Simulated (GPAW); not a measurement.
Here is a GPAW 26.7.0 calculation.

run.py

```python
import spglib
from ase import Atoms
from ase.dft.bandgap import bandgap
from ase.io import read, write
from ase.units import GPa
from gpaw import GPAW, PW

atoms = read('AlNi.cif')
cell, positions, numbers = spglib.find_primitive(
    (atoms.cell[:], atoms.get_scaled_positions(), atoms.numbers), symprec=1e-4)
atoms = Atoms(numbers, cell=cell, scaled_positions=positions, pbc=True)
atoms.set_initial_magnetic_moments([1.0, 0.0])

calc = GPAW(mode=PW(600),
            xc='LDA',
            kpts={'size': (10, 10, 6), 'gamma': True},
            occupations={'name': 'fermi-dirac', 'width': 0.05},
            setups={'Ni': '10'},
            nbands=-11,
            convergence={'density': 1e-05, 'energy': 1e-05},
            maxiter=50,
            txt='gpaw.txt')
atoms.calc = calc
energy = atoms.get_potential_energy()
forces = atoms.get_forces()
stress = atoms.get_stress()
calc.write('gs.gpw')
write('result.traj', atoms)
print(f'Energy: {energy:.6f} eV')
print('Forces (eV/A):')
print(forces.round(4))
print('Stress (GPa):', (stress / GPa).round(3))
print('Moments:', calc.get_magnetic_moments().round(3))
print('Fermi level:', round(calc.get_fermi_level(), 4), 'eV')
print(f'Gap: {bandgap(calc)[0]:.4f} eV, direct: {bandgap(calc, direct=True)[0]:.4f} eV')

path = atoms.cell.bandpath('GYFLI,I1ZF1,YX1,XGN,MG', npoints=100, eps=1e-4)
bs_calc = calc.fixed_density(kpts=path, symmetry='off', nbands=-19,
                             convergence={'bands': 'CBM+6.0', 'eigenstates': 1e-6}, txt='bands.txt')
bs = bs_calc.band_structure()
bs.write('bs.json')
print(f'Gap on the path: {bandgap(bs_calc)[0]:.4f} eV')
```

AlNi.cif

```cif
data_AlNi
_cell_length_a 4.60136200
_cell_length_b 2.78936000
_cell_length_c 4.11106591
_cell_angle_alpha 90.00000000
_cell_angle_beta 109.26581165
_cell_angle_gamma 90.00000000
_space_group_name_H-M_alt 'C2/m'
_space_group_name_Hall '-C 2y'
_space_group_IT_number 12
loop_
_space_group_symop_operation_xyz
'x,y,z'
'-x,-y,-z'
'-x,y,-z'
'x,-y,z'
'x+1/2,y+1/2,z'
'-x+1/2,-y+1/2,-z'
'-x+1/2,y+1/2,-z'
'x+1/2,-y+1/2,z'
loop_
_atom_site_label
_atom_site_type_symbol
_atom_site_symmetry_multiplicity
_atom_site_Wyckoff_symbol
_atom_site_fract_x
_atom_site_fract_y
_atom_site_fract_z
_atom_site_occupancy
Ni1 Ni 2 d 0.5000000000 0.0000000000 0.5000000000 1
Al1 Al 2 a 0.0000000000 0.0000000000 0.0000000000 1
```

Potentials or basis: the program's PAW data sets (release 1.2.1) made for this functional, other valence, pw.

Launch:

```bash
$ OMP_NUM_THREADS=1 python run.py
```

Problem. What does it give for the pressure?

Solution. -12.0 GPa.

Problem. Estimate the band gap along the path.

Solution. None (metal or under the smearing width).

Levels at the corners of the path, in eV from the Fermi level:
Spin up:
```tsv
point	band 3	band 4	band 5	band 6	band 7	band 8	band 9	band 10
Γ	-1.88	-1.68	-1.57	-1.36	-1.22	2.71	13.64	13.77
Y	-3.18	-2.30	-1.67	-0.42	0.47	1.24	4.80	6.86
F	-2.88	-1.68	-1.59	-0.59	0.55	3.91	4.96	6.81
L	-3.24	-2.31	-1.80	-0.42	0.53	2.40	5.31	8.54
I	-2.84	-2.63	-2.05	-0.57	0.91	2.02	2.02	6.71
I1	-2.84	-2.63	-2.05	-0.57	0.91	2.02	2.02	6.71
Z	-2.42	-1.88	-1.57	-1.30	-1.17	9.72	12.59	13.70
F1	-2.88	-1.68	-1.59	-0.59	0.55	3.91	4.96	6.81
Y	-3.18	-2.30	-1.67	-0.42	0.47	1.24	4.80	6.86
X1	-2.96	-2.35	-2.10	-0.73	1.27	1.98	2.84	5.24
X	-2.96	-2.35	-2.10	-0.73	1.27	1.98	2.84	5.24
Γ	-1.88	-1.68	-1.57	-1.36	-1.22	2.71	13.64	13.77
N	-3.26	-2.22	-1.48	-0.61	-0.48	1.06	3.66	8.38
M	-3.45	-2.52	-1.58	-0.48	0.37	2.78	5.64	7.82
Γ	-1.88	-1.68	-1.57	-1.36	-1.22	2.71	13.64	13.77
```
Spin down:
| point | band 4 | band 5 | band 6 | band 7 | band 8 | band 9 | band 10 |
| --- | --- | --- | --- | --- | --- | --- | --- |
| Γ | -1.68 | -1.57 | -1.36 | -1.22 | 2.71 | 13.64 | 13.77 |
| Y | -2.30 | -1.67 | -0.42 | 0.47 | 1.24 | 4.80 | 6.86 |
| F | -1.68 | -1.59 | -0.59 | 0.55 | 3.91 | 4.96 | 6.81 |
| L | -2.31 | -1.80 | -0.42 | 0.53 | 2.40 | 5.31 | 8.54 |
| I | -2.63 | -2.05 | -0.57 | 0.91 | 2.02 | 2.02 | 6.71 |
| I1 | -2.63 | -2.05 | -0.57 | 0.91 | 2.02 | 2.02 | 6.71 |
| Z | -1.88 | -1.57 | -1.30 | -1.17 | 9.72 | 12.59 | 13.70 |
| F1 | -1.68 | -1.59 | -0.59 | 0.55 | 3.91 | 4.96 | 6.81 |
| Y | -2.30 | -1.67 | -0.42 | 0.47 | 1.24 | 4.80 | 6.86 |
| X1 | -2.35 | -2.10 | -0.73 | 1.27 | 1.98 | 2.84 | 5.24 |
| X | -2.35 | -2.10 | -0.73 | 1.27 | 1.98 | 2.84 | 5.24 |
| Γ | -1.68 | -1.57 | -1.36 | -1.22 | 2.71 | 13.64 | 13.77 |
| N | -2.22 | -1.48 | -0.61 | -0.48 | 1.06 | 3.66 | 8.38 |
| M | -2.52 | -1.58 | -0.48 | 0.37 | 2.78 | 5.64 | 7.82 |
| Γ | -1.68 | -1.57 | -1.36 | -1.22 | 2.71 | 13.64 | 13.77 |
